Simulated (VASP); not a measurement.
Write the native input for VASP 6.6.1 that does the following.

```
Task                            : G0W0 quasiparticle levels
Functional                      : PBEsol
Potentials or basis             : VASP PAW PBE potentials, release 64 (Zn_GW, Se_GW)
Cutoff                          : 450 eV
k mesh                          : 4 × 4 × 4
Occupations                     : gaussian, width 0.01 eV
Spin                            : no spin polarisation
Cutoff of the response function : 80
Empty bands                     : 44
GW scheme                       : G0W0
GW iterations                   : 1
Frequency points                : 50
Further INCAR settings          : ALGO = EVGW0; EDIFF = 1e-08; NBANDS = 53
```

ZnSe (Stilleite):

```xyz
2
Lattice="0.0000 2.8338 2.8338 2.8338 0.0000 2.8338 2.8338 2.8338 0.0000" Properties=species:S:1:pos:R:3 pbc="T T T"
Zn    0.0000    0.0000    0.0000
Se    1.4169    1.4169    1.4169
```

One way to write it, as run:

POSCAR

```
ZnSe
1.0
    0.0000000000      2.8338000000      2.8338000000
    2.8338000000      0.0000000000      2.8338000000
    2.8338000000      2.8338000000      0.0000000000
Zn Se
1 1
Direct
    0.0000000000      0.0000000000      0.0000000000
    0.2500000000      0.2500000000      0.2500000000
```

INCAR.step1

```
SYSTEM = ZnSe
  ALGO = Fast
  EDIFF = 1E-8
  ENCUT = 450
  GGA = PS
  ISMEAR = 0
  KPAR = 8
  LASPH = .TRUE.
  LCHARG = .FALSE.
  LREAL = .FALSE.
  LWAVE = .TRUE.
  NELM = 60
  PREC = Accurate
  SIGMA = 0.01
```

INCAR.step2

```
SYSTEM = ZnSe
  ALGO = Exact
  EDIFF = 1E-8
  ENCUT = 450
  GGA = PS
  ISMEAR = 0
  ISTART = 1
  KPAR = 8
  LASPH = .TRUE.
  LCHARG = .FALSE.
  LOPTICS = .TRUE.
  LREAL = .FALSE.
  LWAVE = .TRUE.
  NBANDS = 53
  NELM = 1
  PREC = Accurate
  SIGMA = 0.01
```

INCAR.step3

```
SYSTEM = ZnSe
  ALGO = EVGW0
  EDIFF = 1E-8
  ENCUT = 450
  ENCUTGW = 80
  GGA = PS
  ISMEAR = 0
  ISTART = 1
  KPAR = 8
  LASPH = .TRUE.
  LCHARG = .FALSE.
  LREAL = .FALSE.
  LWAVE = .FALSE.
  NBANDS = 53
  NBANDSGW = 17
  NELMGW = 1
  NOMEGA = 50
  PREC = Accurate
  PRECFOCK = Fast
  SIGMA = 0.01
```

KPOINTS

```
k-points
0
G
  4 4 4
  0 0 0
```

Potentials or basis: VASP PAW PBE potentials, release 64 (Zn_GW, Se_GW).

The run is started by

```sh
$ cat potpaw_PBE.64/Zn_GW/POTCAR potpaw_PBE.64/Se_GW/POTCAR > POTCAR
$ cp INCAR.step1 INCAR
$ mpirun -np 8 vasp_std > vasp.out
$ cp INCAR.step2 INCAR
$ mpirun -np 8 vasp_std > vasp.out
$ cp INCAR.step3 INCAR
$ mpirun -np 8 vasp_std > vasp.out
```

It gave:

| Item | Value |
| --- | --- |
| Band gap on the k mesh, mean-field level | 1.15 eV, direct |
| Quasiparticle gap | 2.36 eV |
| Least direct quasiparticle gap | 2.36 eV |

Caveat: the k mesh is coarse (spacing up to 0.48 Å⁻¹), so the values aren't converged; bands, screening cutoff and mesh are small and nothing is extrapolated, so the quasiparticle values aren't converged.

It took 21 s on 8 MPI ranks on Intel(R) Xeon(R) Platinum 8488C (Sapphire Rapids), on a shared host, peak memory 0.3 GiB a rank.
